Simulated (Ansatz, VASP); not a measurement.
One calculation of Ca, two programs

The input INCAR:

```
SYSTEM = Ca
ALGO = Normal ; EDIFF = 1E-7
ENCUT = 520 ; GGA = PS
ISIF = 2 ; ISMEAR = 0
LASPH = .TRUE. ; LCHARG = .TRUE.
LELF = .TRUE. ; LREAL = .FALSE.
LVHAR = .TRUE. ; LWAVE = .FALSE.
NBANDS = 11 ; NELM = 80
PREC = Accurate ; SIGMA = 0.05
```

Contents of KPOINTS:

```
k-points
0
G
  14 14 14
  0 0 0
```

The input POSCAR:

```
Ca
1.0
    0.0000000000      2.7832296753      2.7832296753
    2.7832296753      0.0000000000      2.7832296753
    2.7832296753      2.7832296753      0.0000000000
Ca
1
Direct
    0.0000000000      0.0000000000      0.0000000000
```

Input for Ansatz:

```yaml
crystal:
  lattice:
    - [0.0, 2.7832296753, 2.7832296753]
    - [2.7832296753, 0.0, 2.7832296753]
    - [2.7832296753, 2.7832296753, 0.0]
  atoms:
    - { symbol: Ca, position: [0.0, 0.0, 0.0] }
basis:
  ecutwfc: 420
  ecutrho_ratio: 4
kpoints:
  mp_grid: { grid: [14, 14, 14] }
hamiltonian:
  xc: pbesol
scf:
  occupations: { method: gaussian, width: 0.05 }
output:
  forces: true
  stress: true
  eigenvalues: true
```

Alike in both runs: task single point; functional PBEsol; k mesh 14 × 14 × 14; occupations gaussian, width 0.05 eV; no spin polarisation.

|  | VASP | Ansatz |
| --- | --- | --- |
| version | VASP 6.6.1 | Ansatz 0.2.0 |
| potentials or method | VASP PAW PBE potentials, release 64 (Ca_sv) | scalar-relativistic, plane waves, PAW |
| plane-wave cutoff (eV) | 520 | 420 |
| valence electrons in the cell | 10 | 10 |

|  | VASP | Ansatz | Ansatz less VASP |
| --- | --- | --- | --- |
| pressure (GPa) | -1.0 | -1.0 | -0.01 |

Caveats: the PAW data sets were made with another functional, which shifts forces and pressure a little (VASP).
